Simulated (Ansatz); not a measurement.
# PtSe2: the cost of one run

Computed with Ansatz 0.2.0 (DFT r2SCAN, scalar-relativistic, plane waves, PAW).

## Step 1: The structure to begin with

Symmetry: P-3m1, No. 164, trigonal system. Conventional cell: a = 3.752 Å, b = 3.752 Å, c = 6.514 Å, α = 90.00°, β = 90.00°, γ = 120.00°. Pt (site symmetry -3m) is surrounded by 6 Se at 2.53 Å. Se (site symmetry 3m) is surrounded by 3 Pt at 2.53 Å.

As a file:

```
CELL_PARAMETERS angstrom
3.75153 0.00000 0.00000
-1.87576 3.24892 0.00000
0.00000 0.00000 6.51415
ATOMIC_POSITIONS crystal
Pt 0.00000 0.00000 0.00000
Se 0.33333 0.66667 0.20060
Se 0.66667 0.33333 0.79940
```

The cell was relaxed beforehand at this level, from a generated guess; it is a trial structure. At a tolerance of 0.02 Å it has space group P-3m1 (No. 164); it has 26.47 Å³/atom, an uncorrected energy of -0.40 eV/atom over the elements and, on its mesh, gap 0.89 eV.

## Step 2: Level of theory: r2SCAN

File input.yaml:

```yaml
crystal:
  lattice:
    - [3.7515280056, 0.0, 0.0]
    - [-1.8757640028, 3.2489185559, 0.0]
    - [0.0, 0.0, 6.5141502416]
  atoms:
    - { symbol: Pt, position: [0.0, 0.0, 0.0] }
    - { symbol: Se, position: [0.3333333333, 0.6666666667, 0.200595807] }
    - { symbol: Se, position: [0.6666666667, 0.3333333333, 0.799404193] }
basis:
  ecutwfc: 500
kpoints:
  mp_grid: { grid: [12, 12, 4] }
  band_path:
    path:
      - [[0.0, 0.0, 0.0], [0.5, 0.0, 0.0], [0.33333333, 0.33333333, 0.0], [0.0, 0.0, 0.0], [0.0, 0.0, 0.5], [0.5, 0.0, 0.5], [0.33333333, 0.33333333, 0.5], [0.0, 0.0, 0.5]]
      - [[0.5, 0.0, 0.5], [0.5, 0.0, 0.0]]
      - [[0.33333333, 0.33333333, 0.5], [0.33333333, 0.33333333, 0.0]]
    npoints: 14
hamiltonian:
  xc: r2scan
scf:
  occupations: { method: gaussian, width: 0.02 }
  n_extra_bands: 7
output:
  forces: true
  stress: true
  eigenvalues: true
  populations: true
  dos: { projected: true, de: 0.02, nscf_kmesh: { grid: [18, 18, 6] } }
  bader: true
  write_density: true
  write_potential: true
  elf: true
  volumetric_format: npy
```

Launch:

```
$ ansatz run input.yaml --threads 1 --pin off --max-ram 2560MiB --backend cpu --events-out ev --progress --plain --runs-dir out
```

**Question.** How long does this run take on 1 thread of Arm Neoverse V1, shared host, and how much memory does it need?

About 93 s, with a peak of 0.72 GiB.
